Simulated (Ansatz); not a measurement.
Computed with DFT PBE, scalar-relativistic, plane waves, PAW in Ansatz. Settings: cutoff 420 eV, Γ-centred meshes spaced at most about 0.3 Å⁻¹, and about 0.25 Å⁻¹ or finer for metals (2π included), Gaussian smearing. No spin polarisation.

Temperature and zero-point effects are left out.

Compare these two cells of Mg3Sn3N, each relaxed at this level.

A.

```
Mg Sn N
1.0
     8.06117    0.00000    0.00000
    -4.03059    6.98118    0.00000
     0.00000    0.00000    5.78995
Mg Sn N
6 6 2
Direct
  0.00000 0.19423 0.25000
  0.80577 0.00000 0.75000
  0.80577 0.80577 0.25000
  0.19423 0.19423 0.75000
  0.19423 0.00000 0.25000
  0.00000 0.80577 0.75000
  0.44100 0.00000 0.75000
  0.44100 0.44100 0.25000
  0.55900 0.55900 0.75000
  0.00000 0.55900 0.25000
  0.55900 0.00000 0.25000
  0.00000 0.44100 0.75000
  0.00000 0.00000 0.50000
  0.00000 0.00000 0.00000
```

B.

```
Mg Sn N
1.0
     3.21940    0.00000    0.00000
     0.00000    3.21940    0.00000
     0.00000    0.00000   14.56961
Mg Sn N
3 3 1
Direct
  0.00000 0.00000 0.14242
  0.00000 0.00000 0.85759
  0.50000 0.50000 0.00000
  0.50000 0.50000 0.71535
  0.50000 0.50000 0.28465
  0.50000 0.50000 0.50000
  0.00000 0.00000 0.00000
```

Question: Which would you expect to be lower, and how large is the difference?

Answer: B is lower, by 56 meV/atom. A has space group P6_3/mcm (No. 193), 23.3 Å³/atom and no gap on its mesh; B has space group P4/mmm (No. 123), 21.6 Å³/atom and no gap. Counting Mg or Sn atoms around N (for each partner element, those within 1.25 times its shortest distance or 1.15 times the sum of covalent radii, where it is the nearest in units of that sum or under 1.3), A and B both have N 6. The denser one is the lower, and pressure would at first widen the difference. Origin: A, invented; B, invented, then shaken at random and relaxed again. The lowest form computed isn't among them: it has space group P3m1 (No. 156), 20.9 Å³/atom and lies 62 meV/atom below the best shown.

Cells relaxed within their symmetry can be saddle points. Some candidate types were left out of the draw beforehand, so a known form may be missing.
